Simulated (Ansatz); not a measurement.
**AlNi₃: strain energy, fitted**

AlNi₃, Pm-3m, a = 3.567 Å. The structure is a Materials Project entry; whether it is the stable form wasn't checked. Ansatz: PBE, PAW, 420 eV, Γ-centred 14×14×14 mesh on 4 atoms, Gaussian smearing 0.10 eV; collinear spin, largest moment 0.3 μB. Series: equal strain along all axes, cell held, atoms fixed by symmetry; x is the strain in per cent. y is the free energy over the unstrained cell, V0 = 11.343 Å³/atom.

| x (%) | y (meV/atom) |
| --- | --- |
| -3.0 | 58.28 |
| -2.0 | 24.98 |
| -1.0 | ? |
| 0.0 | 0.00 |
| 1.0 | 5.58 |
| 2.0 | 21.56 |
| 3.0 | 46.86 |

Task: Fit y = c2 x² + c3 x³ to the other rows, turn c2 into a modulus, and predict the missing energy.

Result: Least squares on the rows shown. y = 5.8370 x² − 0.21169 x³. In eV per unit strain² c2 is 58.37; the stiffness is B for this strain (E = 9/2 B V0 ε², shape held): 2 × 58.37 × 160.2 / (9 × 11.343) = 183 GPa. At x = -1.0 the fit asked for gives 6.05 meV/atom. The run gave 6.03 meV/atom, so the fit is 0.02 meV/atom too high, within the rms miss on the fitted rows (0.06 meV/atom).